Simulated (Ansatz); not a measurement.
# AlNi3 (Fm-3m) in Ansatz: further runs, part 2 of 2

Ansatz 0.2.0. Earlier steps stand in the parts before.

### Step 5. Relaxation of cell and atoms, PBEsol, collinear spin, ferromagnetic start

Contents of input.yaml:

```yaml
crystal:
  lattice:
    - [0.0, 2.8018887551, 2.8018887551]
    - [2.8018887551, 0.0, 2.8018887551]
    - [2.8018887551, 2.8018887551, 0.0]
  atoms:
    - { symbol: Ni, position: [0.75, 0.75, 0.75], spin: 1.0 }
    - { symbol: Ni, position: [0.0, 0.0, 0.0], spin: 1.0 }
    - { symbol: Ni, position: [0.25, 0.25, 0.25], spin: 1.0 }
    - { symbol: Al, position: [0.5, 0.5, 0.5] }
hamiltonian:
  xc: pbesol
  pseudopotentials: { kind: paw }
magnetization:
  spin_polarized: true
kpoints:
  mp_grid: { grid: [8, 8, 8] }
scf:
  occupations: { method: fermi_dirac, width: 0.05 }
output:
  forces: true
  stress: true
  eigenvalues: true
  write_density: true
  write_potential: true
  elf: true
  volumetric_format: npy
relax:
  f_tol: 0.01
  max_steps: 40
  cell: { stress_tol: 0.05 }
```

Potentials or basis: Ansatz PAW.

Launch:

```bash
ansatz run input.yaml --threads 2 --pin off --max-ram 5632MiB --backend cpu --events-out ev --progress --plain --runs-dir out
```

The log of the run:

```text
Warning: RAYON_NUM_THREADS=2 ignored (pool sized by the plan → 2); use --threads N
Engine: ansatz 0.2.0, aarch64-unknown-linux-gnu
Pseudopotentials: kind: paw
Pseudopotential: Ni, paw, valence charge 18, recommended cutoff 420 eV (normal), Ni.paw.azcp
Pseudopotential: Al, paw, valence charge 3, recommended cutoff 420 eV (normal), Al.paw.azcp
Functional definition: PBEsol
  exchange = pbesol_x
  correlation = pbesol_c
Crystal: 4 atoms, lattice volume = 43.993 Å³
Basis set: ecut = 420 eV, 869 PW (Γ), exchange–correlation on 54×54×54 points (8 copies of the dense FFT grid, shifted against one another)
Bands: 36, of which v1, the nominal top of the filled ones, is band 29 counted from 1 (28 counted from 0)
Symmetry: 48 space group operations
Space group: Fm-3m (ITA 225), of the structure as read, at distance tolerance 3.5e-5 Å
Magnetic group: BNS 225.116 (UNI 1618), of the structure as read, at distance tolerance 3.5e-5 Å
k-points: 29 of 512
Non-local potential: Ni, projectors of the file, l = 0: 3, l = 1: 2, l = 2: 3, l = 3: 1
Non-local potential: Al, projectors of the file, l = 0: 2, l = 1: 2, l = 2: 1
PAW form: soft (Blöchl's): semilocal exchange-correlation on the pseudo side does not see the compensation charge
PAW frozen core: Ni, regenerated for the run's functional, and the local potential with it (the file was generated under x = pbe(κ = 0.804, μ = 0.2195149727645171), c = pbe(β = 0.06672455060314922))
PAW frozen core: Al, regenerated for the run's functional, and the local potential with it (the file was generated under x = pbe(κ = 0.804, μ = 0.2195149727645171), c = pbe(β = 0.06672455060314922))
PAW one-centre angular grid: Ni, 590 points (default); XC on 64 Gauss nodes
PAW one-centre angular grid: Al, 110 points (default); XC on 64 Gauss nodes
Initial density: superposition of atomic densities (chi_scale 0.1, normalization cell)
Starting moments: Σ|m| = 3 μB on 3 of 4 sites
Initial wavefunctions: pseudopotential atomic-orbital guess
Functional: x = pbesol(κ = 0.804, μ = 0.12345679012345678), c = pbesol(β = 0.046)
SCF iter   1: F=—  HF=-17937.535730 eV  |F-HF|=—  |Δ(HF+E_count)|=         —  Δρ=5.53e-2 (↑5.53e-2 ↓3.93e-2)  dr2=2.17e0  dr2_m=1.07e-1  M=2.273 μB ∫|m|=2.473 μB  β_m=0.30  ethr=3.10e-3  ⟨swp⟩=5.3  Hψ=7229  notcnv=0  defer=6
Mixer restart at iter 1: flushing history
preconditioner: auto → Kerker (q_TF=auto, 2.849 Å⁻¹)  [metal: Δε(μ)=0.004 eV  Ē_g=7.863 eV  σ=0.050 eV  W_gap=0.02  n_scr=14 (ndim 8)  ℏωp=32.2 eV  f_vac=0.000  D(μ)=8.21/eV (n_scr^D=136)]
[... 89 lines left out ...]
  E_paw        = -5245.792300  (= ΣΔE_a)
  E_vpaw       = -1585.508593  (= ΣTr[D̂ρ^β])
  E_aug_tail   = 0.001470  (compensation charges beyond the density's cutoff)
  E_ewald      = -8405.262555
  E_core_change = 0.611006  (= ΣΔE_core)
  E_smearing   = -0.019391  (= −TS)
  E_closure    = 0.000000  (closes the sum)
  Σ components = -17941.017641   (vs F -17941.017641, Δ=0.00e0)
--- Forces (eV/Å), atoms counted from 1 ---
  atom   1  Ni     0.00000000    -0.00000000    -0.00000000
  atom   2  Ni    -0.00000000     0.00000000     0.00000000
  atom   3  Ni     0.00000000     0.00000000     0.00000000
  atom   4  Al    -0.00000000     0.00000000     0.00000000
  max |Σ_I F_I| component: 7.40e-17 eV/Å
--- Stress (GPa, compression-positive) ---
       -0.001785       0.000000       0.000000
        0.000000      -0.001785       0.000000
        0.000000       0.000000      -0.001785
  P = ⅓ Tr σ = -0.0018 GPa (-0.018 kbar)
--- Band table (eV; the first three rows and the last of 58) ---
  k-point 0 ↑: bands = ["-86.3485", "-86.3396", "-86.1165", "-46.9139", "-46.9139", "-46.9139", "-46.9025", "-46.9025", "-46.9025", "-46.6579", "-46.6579", "-46.6579", "6.0833", "12.7211", "12.7211", "12.8505", "12.8505", "12.8505", "13.9509", "13.9509", "13.9509", "15.4621", "15.4621", "15.4621", "15.8210", "15.8210", "15.8602", "15.8602", "21.7969", "21.7969", "21.7969", "22.3042", "22.3042", "22.3042", "23.5296", "25.0468"]
  k-point 1 ↑: bands = ["-86.3480", "-86.3398", "-86.1167", "-46.9185", "-46.9151", "-46.9151", "-46.9021", "-46.9021", "-46.8972", "-46.6590", "-46.6573", "-46.6573", "6.3164", "12.6586", "12.6586", "12.7207", "13.0370", "13.0370", "13.9022", "13.9271", "13.9271", "15.2654", "15.3274", "15.3274", "15.8348", "15.8348", "15.8732", "15.8732", "19.8168", "21.2641", "21.2641", "22.5124", "22.8057", "22.8057", "24.2531", "24.6787"]
  k-point 2 ↑: bands = ["-86.3467", "-86.3405", "-86.1173", "-46.9210", "-46.9175", "-46.9175", "-46.9013", "-46.9013", "-46.8931", "-46.6610", "-46.6557", "-46.6557", "7.0007", "12.2311", "12.6749", "12.6749", "13.3375", "13.3375", "13.6418", "13.8845", "13.8845", "14.9728", "15.0403", "15.0403", "15.7881", "15.7881", "15.9177", "15.9177", "17.8388", "20.8113", "20.8113", "22.2097", "22.3682", "22.3682", "24.4895", "25.4242"]
  k-point 28 ↓: bands = ["-86.3429", "-86.3429", "-86.1188", "-46.9427", "-46.9182", "-46.9143", "-46.9143", "-46.8833", "-46.8833", "-46.6600", "-46.6600", "-46.6490", "10.3014", "11.3627", "11.3627", "12.0208", "13.5828", "13.8315", "13.8315", "13.8904", "14.3183", "14.3183", "14.8737", "14.9435", "15.7605", "15.7605", "15.7750", "15.8332", "16.2663", "16.3629", "16.3629", "23.9166", "23.9516", "23.9516", "24.2189", "29.3194"]
--- Relaxed structure (3 steps of the walk, 3 accepted, 1 SCFs on fresh bases) ---
  F+E_penalty+E_count = -17941.01764148 eV   max|allowed force component| = 3.886e-16 eV/Å   (the final SCF, on the basis selected at the relaxed cell)
  cell:  # Å, volume = 43.8341 Å³
    - [8.757670681539296e-35, 2.798512779151675, 2.798512779151675]
    - [2.798512779151675, 7.483827673315397e-35, 2.798512779151675]
    - [2.798512779151675, 2.798512779151675, -5.73229353700754e-35]
  atoms:
    - { symbol: Ni, position: [0.7499999999999999, 0.7499999999999999, 0.7499999999999999] }
    - { symbol: Ni, position: [8.896409429269877e-35, 3.1772890818820985e-35, -8.17145051199537e-35] }
    - { symbol: Ni, position: [0.24999999999999997, 0.24999999999999997, 0.24999999999999997] }
    - { symbol: Al, position: [0.49999999999999994, 0.49999999999999994, 0.49999999999999994] }
```

v_z.tsv:

```text
# z_ang	v_es[eV]	v_tot_up[eV]	v_tot_dn[eV]
# format = ansatz-planar-average/11
# xc	pbesol
# density_cutoff_ev	1680
# datasets	Ni=:simpson_from_first_knot:soft:shift=-1124341	Al=:simpson_from_first_knot:soft:shift=-732380
# lattice	0.000000000	2.798512779	2.798512779
# lattice	2.798512779	0.000000000	2.798512779
# lattice	2.798512779	2.798512779	-0.000000000
# sites	4
# site	28	4.197769169	4.197769169	4.197769169
# site	28	-0.000000000	0.000000000	0.000000000
# site	28	1.399256390	1.399256390	1.399256390
# site	13	2.798512779	2.798512779	2.798512779
0.000000	6.477232e0	-6.340574e0	-6.340574e0
0.146581	6.283810e0	-6.555611e0	-6.555611e0
0.293163	5.874606e0	-7.001058e0	-7.001058e0
0.439744	5.548526e0	-7.341149e0	-7.341149e0
0.586325	5.450720e0	-7.402798e0	-7.402798e0
0.732906	5.565856e0	-7.190238e0	-7.190238e0
[... 19 lines left out ...]
3.664532	5.874606e0	-7.001058e0	-7.001058e0
3.811113	6.283810e0	-6.555611e0	-6.555611e0
```

Wall time 14 s (2 threads of Arm Neoverse V2, shared host); peak memory 0.38 GiB.

What came out:

```yaml
Free_energy: -17941.0176 eV
Relaxed_volume: 10.96 Å³/atom
Relaxed_cell: a = 3.958 Å, b = 3.958 Å, c = 3.958 Å, α = 60.00°, β = 60.00°, γ = 60.00°
Space_group_after_relaxing_to_0.05_Å: Fm-3m (No. 225)
Energy_gained_by_relaxing: 0.1 meV/atom
Ionic_steps: 4
Pressure_after_relaxing: 0.0 GPa
Band_gap_on_the_k_mesh: none (metal or under the smearing width)
Net_moment: 0.00 μB per cell
Absolute_moment: 0.00 μB per cell
```

Step by step:
```csv
step,energy change (eV),largest force (eV/Å),volume (Å³)
1,0.0000,0.0000,43.99
2,-0.0003,0.0000,43.91
3,-0.0004,0.0000,43.83
4,-0.0004,0.0000,43.83
```

Final structure:
```
CELL_PARAMETERS angstrom
0.00000 2.79851 2.79851
2.79851 0.00000 2.79851
2.79851 2.79851 0.00000
ATOMIC_POSITIONS crystal
Ni 0.75000 0.75000 0.75000
Ni 0.00000 0.00000 0.00000
Ni 0.25000 0.25000 0.25000
Al 0.50000 0.50000 0.50000
```

Levels at points of the mesh, in eV from the Fermi level:
Spin up:
```
             k point  band 25  band 26  band 27  band 28  band 29  band 30  band 31  band 32
  (0.00, 0.00, 0.00)    -0.54    -0.54    -0.51    -0.51     5.43     5.43     5.43     5.94
 (0.00, 0.00, -0.50)    -0.63    -0.63    -0.46    -0.46    -0.13     4.31     4.31     4.82
(0.00, -0.50, -0.50)    -1.05    -0.74    -0.58    -0.36    -0.34    -0.34    -0.03     4.25
```
Spin down:
| k point | band 24 | band 25 | band 26 | band 27 | band 28 | band 29 | band 30 | band 31 | band 32 | band 33 |
| --- | --- | --- | --- | --- | --- | --- | --- | --- | --- | --- |
| (0.00, 0.00, 0.00) | -0.90 | -0.54 | -0.54 | -0.51 | -0.51 | 5.43 | 5.43 | 5.43 | 5.94 | 5.94 |
| (0.00, 0.00, -0.50) | -1.74 | -0.63 | -0.63 | -0.46 | -0.46 | -0.13 | 4.31 | 4.31 | 4.82 | 4.82 |
| (0.00, -0.50, -0.50) | -1.24 | -1.05 | -0.74 | -0.58 | -0.36 | -0.34 | -0.34 | -0.03 | 4.25 | 4.71 |

Caveat: the plane-wave basis is chosen anew once the cell has moved, so the energies of steps on either side of that aren't comparable; the PAW data sets come from PBE, with cores solved anew for the run's functional, which leaves a small shift of forces and pressure; the starting moments weren't kept.

### Step 6. Summary

| task | fixed moment (μB) | cell | k mesh | target pressure (GPa) | pressure (GPa) | moment (μB) |
| --- | --- | --- | --- | --- | --- | --- |
| single point | 3.8 | as given | 7 × 7 × 7 | - | 9.8 | 3.80 |
| single point | 4.5 | as given | 7 × 7 × 7 | - | 13.7 | 4.50 |
| single point | 6.0 | as given | 7 × 7 × 7 | - | 27.5 | 6.00 |
| relaxation of cell and atoms | - | relaxed | 8 × 8 × 8 | 0 | 0.0 | 0.00 |

Alike in all rows: level PBEsol; potentials or basis Ansatz PAW; spin collinear, ferromagnetic start; cutoff (eV) 420; smearing fermi-dirac 0.05 eV.

Caveats: the PAW data sets come from PBE, with cores solved anew for the run's functional, which leaves a small shift of forces and pressure; the total moment is fixed, so each spin has its own Fermi level (some runs); the thresholds are loose for stress (some runs); the plane-wave basis is chosen anew once the cell has moved, so the energies of steps on either side of that aren't comparable (some runs); the starting moments weren't kept (some runs).

Absolute energies hang on the potentials; compare differences alone.
